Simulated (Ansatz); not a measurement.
# HfAgSe2: reading a single point

```
Ag Hf Se
1.0
     0.00000    6.06514    0.00000
     6.06514    0.00000    0.00000
     3.03257    3.03257   -5.50783
Ag Hf Se
2 2 4
Direct
  0.00000 0.00000 0.00000
  0.75000 0.25000 0.50000
  0.50000 0.50000 0.00000
  0.25000 0.75000 0.50000
  0.37500 0.41330 0.75000
  0.58670 0.12500 0.25000
  0.87500 0.83670 0.75000
  0.16330 0.62500 0.25000
```

The numbers come from plane-wave PAW DFT (Ansatz): PBE, no spin polarisation, 420 eV, 7×7×7 Γ-centred k points, fermi-dirac occupations (width 0.1 eV). Nothing was relaxed.

Task: Is the cell too large or too small?

Result: The pressure is 10.6 GPa (compression positive), so with the atoms held at these fractions the cell would first expand; the forces are large, so a full relaxation may end otherwise.

Task: Give the Bader charges.

Result: Bader charges in e: Hf +1.65, Ag +0.25, Se -0.95. In the mean Hf gives up most and Se takes most.

Task: Metal or insulator?

Result: It is a metal, with about 6.4 states/eV a cell as the mean within 0.25 eV of the Fermi level, mostly Hf d (67 %) and Ag s (12 %).

Task: What do density and ELF say about some of the short contacts?

Result: Hf–Se at 2.42 Å: least valence density 0.63 e/Å³ and ELF 0.44 there. Ag–Se at 2.69 Å: least valence density 0.32 e/Å³ and ELF 0.20 there. Both are smooth PAW fields, read partly inside the augmentation spheres.

Origin: a known structure type with other elements, at an estimated volume, so it need not be a known compound. Caveats: many states at the Fermi level without spin polarisation, so a magnetic state may lie lower; atoms or cell far from equilibrium.
